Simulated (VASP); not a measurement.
Wanted: the native input for a VASP 6.6.1 run.

| Property | Result |
| --- | --- |
| Task | band structure |
| Functional | PBE0 |
| Potentials or basis | VASP PAW PBE potentials, release 64 (S, Be) |
| Cutoff | 520 eV |
| k mesh | 6 × 6 × 6 |
| Occupations | gaussian, width 0.02 eV |
| Spin | no spin polarisation |
| Ladder | gaps |
| Grid for exact exchange (PRECFOCK) | Fast |
| Exchange at q = 0 | truncated |
| Further INCAR settings | ALGO = Normal; EDIFF = 1e-07 |

BeS:

```
S Be
1.0
     0.00000    2.42500    2.42500
     2.42500    0.00000    2.42500
     2.42500    2.42500    0.00000
S Be
1 1
Direct
  0.75000 0.75000 0.75000
  0.00000 0.00000 0.00000
```

These files were run (other wordings do the same):

POSCAR

```
BeS
1.0
    0.0000000000      2.4250000000      2.4250000000
    2.4250000000      0.0000000000      2.4250000000
    2.4250000000      2.4250000000      0.0000000000
S Be
1 1
Direct
    0.7500000000      0.7500000000      0.7500000000
    0.0000000000      0.0000000000      0.0000000000
```

INCAR.step1

```
ALGO     = Normal         # electronic algorithm
EDIFF    = 1E-5           # SCF threshold, eV
ENCUT    = 520            # plane-wave cutoff, eV
GGA      = PE             # functional
ISIF     = 2              # what is computed and relaxed
ISMEAR   = 0              # smearing method
KPAR     = 4            
LASPH    = T              # aspherical terms in the spheres
LCHARG   = F              # write CHGCAR
LREAL    = F              # projectors in reciprocal space
LWAVE    = T              # write WAVECAR
NELM     = 100            # most SCF steps
PREC     = Accurate       # precision mode
SIGMA    = 0.02           # smearing width, eV
```

INCAR.step2

```
AEXX     = 0.25           # exact-exchange fraction
ALGO     = Normal         # electronic algorithm
EDIFF    = 1E-7           # SCF threshold, eV
ENCUT    = 520            # plane-wave cutoff, eV
GGA      = PE             # functional
HFRCUT   = -1           
ISIF     = 2              # what is computed and relaxed
ISMEAR   = 0              # smearing method
ISTART   = 1            
KPAR     = 4            
LASPH    = T              # aspherical terms in the spheres
LCHARG   = F              # write CHGCAR
LHFCALC  = T              # exact exchange
LREAL    = F              # projectors in reciprocal space
LWAVE    = F              # write WAVECAR
NELM     = 100            # most SCF steps
PREC     = Accurate       # precision mode
PRECFOCK = Fast         
SIGMA    = 0.02           # smearing width, eV
```

KPOINTS

```
k-points
0
Gamma
  6 6 6
```

KPOINTS_OPT

```
path GXWKGLUWLK,UX
8
line-mode
reciprocal
 0.0000000000  0.0000000000  0.0000000000  G
 0.5000000000  0.0000000000  0.5000000000  X

 0.5000000000  0.0000000000  0.5000000000  X
 0.5000000000  0.2500000000  0.7500000000  W

 0.5000000000  0.2500000000  0.7500000000  W
 0.3750000000  0.3750000000  0.7500000000  K

 0.3750000000  0.3750000000  0.7500000000  K
 0.0000000000  0.0000000000  0.0000000000  G

 0.0000000000  0.0000000000  0.0000000000  G
 0.5000000000  0.5000000000  0.5000000000  L

 0.5000000000  0.5000000000  0.5000000000  L
 0.6250000000  0.2500000000  0.6250000000  U

 0.6250000000  0.2500000000  0.6250000000  U
 0.5000000000  0.2500000000  0.7500000000  W

 0.5000000000  0.2500000000  0.7500000000  W
 0.5000000000  0.5000000000  0.5000000000  L

 0.5000000000  0.5000000000  0.5000000000  L
 0.3750000000  0.3750000000  0.7500000000  K

 0.6250000000  0.2500000000  0.6250000000  U
 0.5000000000  0.0000000000  0.5000000000  X
```

Potentials or basis: VASP PAW PBE potentials, release 64 (S, Be).

Launch:

```bash
$ cat potpaw_PBE.64/S/POTCAR potpaw_PBE.64/Be/POTCAR > POTCAR
$ cp INCAR.step1 INCAR
$ mpirun -np 4 vasp_std > vasp.out
$ cp INCAR.step2 INCAR
$ mpirun -np 4 vasp_std > vasp.out
```

Results of the run:

```yaml
Pressure: 0.1 GPa
Band_gap_on_the_k_mesh: 4.76 eV, indirect (least direct gap 7.60 eV)
Band_gap_along_the_path: 4.76 eV, indirect (least direct gap 7.58 eV)
```

Caveat: the PAW data sets were made with another functional, which shifts forces and pressure a little.

Wall time 85 s on 4 MPI ranks on Intel(R) Xeon(R) Platinum 8488C (Sapphire Rapids) (shared host), peak memory 0.17 GiB a rank.
